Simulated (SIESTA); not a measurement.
## Al under changes of volume

One of the cells (16.603 Å³/atom); the others are scaled copies at fixed shape and fractional positions:

```
Al
1.0
     0.00000    2.02481    2.02481
     2.02481    0.00000    2.02481
     2.02481    2.02481    0.00000
Al
1
Direct
  0.00000 0.00000 0.00000
```

* Program: SIESTA 5.4.2
* Functional: PBE
* Potentials or basis: PseudoDojo 0.4 standard (PBE files)
* Basis: TZP (energy shift 0.01 Ry)
* Grid cutoff: 500 Ry
* Energy shift: 0.01 Ry
* k mesh: 11 × 11 × 11
* Occupations: fermi-dirac, width 0.05 eV
* Spin: no spin polarisation

```csv
volume (Å³/atom),energy over the lowest point (meV/atom),pressure (GPa)
15.607,13.49,5.1
15.939,5.15,3.0
16.271,?,?
16.603,0.00,-0.4
16.935,2.35,-1.8
17.267,7.56,-3.1
17.599,15.22,-4.2
```

Problem. What does the run at 16.271 Å³/atom give?

Solution. Energy over the lowest point 0.83 meV/atom; pressure 1.2 GPa.

Worked out: A Birch-Murnaghan fit of order 3 (a polynomial in V^(-2/3)) to the other rows has its minimum at 16.52 Å³/atom with B0 = V·E''(V) = 78 GPa and B' = 4.8. It gives 0.80 meV/atom at 16.271 Å³/atom, against the run's 0.83, and -dE/dV = 1.2 GPa, against 1.2.

Energies are extrapolated to zero smearing.

Caveats: the basis of atomic orbitals isn't converged, which shifts pressures, moduli and gaps.
